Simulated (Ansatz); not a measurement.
Write the native input for Ansatz 0.2.0 that does the following.

```yaml
Task: density of states
Functional: SVWN5
Potentials_or_basis: JTH PAW LDA
Cutoff: 930 eV
Density_cutoff: 4650 eV
k_mesh: 7 × 7 × 7
Occupations: methfessel-paxton, width 0.05 eV
Spin: no spin polarisation
```

KCl (Sylvite):

```
K Cl
1.0
     0.00000    3.14647    3.14647
     3.14647    0.00000    3.14647
     3.14647    3.14647    0.00000
K Cl
1 1
Cartesian
  0.0000 0.0000 0.0000
  3.1465 3.1465 3.1465
```

One way to write it, as run:

input.yaml

```yaml
crystal:
  lattice:
    - [0.0, 3.14647, 3.14647]
    - [3.14647, 0.0, 3.14647]
    - [3.14647, 3.14647, 0.0]
  atoms:
    - { symbol: K, position: [0.0, 0.0, 0.0] }
    - { symbol: Cl, position: [0.5, 0.5, 0.5] }
hamiltonian:
  xc: { exchange: slater, correlation: vwn5 }
  pseudopotentials: { kind: paw, xc_functional: lda, accuracy: standard }
kpoints:
  mp_grid: { grid: [7, 7, 7] }
scf:
  occupations: { method: methfessel_paxton, width: 0.05 }
  n_extra_bands: 6
output:
  forces: true
  stress: true
  eigenvalues: true
  dos: { projected: false, de: 0.05, nscf_kmesh: { grid: [11, 11, 11] } }
```

Potentials or basis: JTH PAW LDA.

Launch:

```bash
$ ansatz run input.yaml --threads 1 --pin off --max-ram 2560MiB --backend cpu --events-out ev --progress --plain --runs-dir out
```

Results of the run:

```
Pressure               : -1.9 GPa
Band gap on the k mesh : 4.74 eV, direct
```

Caveat: odd divisions of the mesh miss points on the zone boundary, where band edges often lie, so the gap on the mesh can be too wide.

It took 4.8 s on 1 thread of Arm Neoverse V2, with other jobs on the host, peak memory 0.35 GiB.
